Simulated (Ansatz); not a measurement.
A calculation with Ansatz 0.2.0 of Ni (ASE script, Cartesian positions):

run.py

```python
import json

import ase.io
import numpy as np

import ansatz as az

atoms = ase.io.read("Ni.xyz")
atoms.set_initial_magnetic_moments([1.0])

calculation = (
    az.Crystal.from_ase(atoms)
    .calculation()
    .kpoints(13, 13, 13)
    .functional("pbesol", dispersion="d4")
    .pseudopotentials(kind="paw")
    .hubbard(projectors="all-electron-atomic", double_counting="fll")
    .hubbard("Ni", "d", u_eff=4.5)
    .spin("collinear")
    .occupations(method="tetrahedron")
    .density()
    .potential()
    .output_files(volumetric_format="npy")
    .electron_localization_function()
    .xc_energy_on_converged_density(("lda", "pbe", "rpbe", "revpbe", "blyp", "r2scan"))
    .forces()
    .stress()
)
outcome = calculation.run(threads=2, events_out="events.jsonl")

report = outcome.report
for line in open("events.jsonl"):
    event = json.loads(line)
    if event["event"] == "scf_iter":
        d = event["data"]
        print(f"SCF {d['iter']:3d}  HF = {d['harris_foulkes_ev']:.6f} eV  dr2 = {d['dr2_ev']:.2e} eV")
    elif event["event"] in ("relax_step", "md_step"):
        d = event["data"]
        print(f"{event['event']} {d['step']:3d}  E = {d['lagrangian_ev']:.6f} eV")
np.set_printoptions(precision=5, suppress=True, linewidth=110)
print("converged:", report["converged"], "after", report["n_iterations"], "iterations")
print(f"free energy {report['free_energy_ev']:.6f} eV, Fermi level {report['fermi_energy_ev']:.4f} eV")
for key in ("band_edges_ev", "magnetization_mub", "site_moments_mub", "site_moments_nc_mub", "forces_ev_ang",
                "stress_gpa", "kpoints_frac", "eigenvalues_ev"):
    if report.get(key) is not None:
        print(key, np.array(report[key]), sep="\n")
```

Contents of Ni.xyz:

```xyz
1
Lattice="-1.3837154700 1.3837154700 1.3837154700 1.3837154700 -1.3837154700 1.3837154700 1.3837154700 1.3837154700 -1.3837154700" Properties=species:S:1:pos:R:3 pbc="T T T"
Ni     0.0000000000      0.0000000000      0.0000000000
```

Potentials or basis: Ansatz PAW.

Command:

```console
$ python run.py
```

This isn't the form of Ni at room conditions, which is fcc.

Q: Write the same calculation in another form: native input, structure typed inline.

A: As run:

The input input.yaml:

```yaml
crystal:
  lattice:
    - [-1.38371547, 1.38371547, 1.38371547]
    - [1.38371547, -1.38371547, 1.38371547]
    - [1.38371547, 1.38371547, -1.38371547]
  atoms:
    - { symbol: Ni, position: [0.0, 0.0, 0.0], spin: 1.0 }
hamiltonian:
  xc: pbesol
  pseudopotentials: { kind: paw }
  dispersion: d4
  hubbard:
    sites: [{ species: Ni, l: d, u_eff: 4.5 }]
    projectors: all-electron-atomic
    double_counting: fll
magnetization:
  spin_polarized: true
kpoints:
  mp_grid: { grid: [13, 13, 13] }
scf:
  occupations: { method: tetrahedron }
output:
  forces: true
  stress: true
  xc_energy_on_converged_density: [lda, pbe, rpbe, revpbe, blyp, r2scan]
  write_density: true
  write_potential: true
  elf: true
  volumetric_format: npy
```

Potentials or basis: Ansatz PAW.

The run is started by

```console
$ ansatz run input.yaml --threads 2 --pin off --max-ram 5120MiB --backend cpu --events-out ev --progress --plain --runs-dir out
```

Both were run:

|  | ASE script, Cartesian positions | native input, structure typed inline |
| --- | --- | --- |
| Pressure | -8.7 GPa | -8.7 GPa |
| Band gap on the k mesh | none (metal or under the smearing width) | none (metal or under the smearing width) |
| Net moment | 0.52 μB per cell | 0.52 μB per cell |
| Absolute moment | 0.61 μB per cell | 0.61 μB per cell |
| Site moments | Ni +0.56 μB | Ni +0.56 μB |

Keys that steer only the numerical path or the files written may differ.

Caveat: the magnetic or orbital state may not be the lowest; pairwise dispersion overbinds metals, which lowers pressure and volume; the PAW data sets come from PBE, with cores solved anew for the run's functional, which leaves a small shift of forces and pressure; the U is typed as a test and isn't derived for this compound; with tetrahedron occupations forces and stress needn't match the slope of the energy.
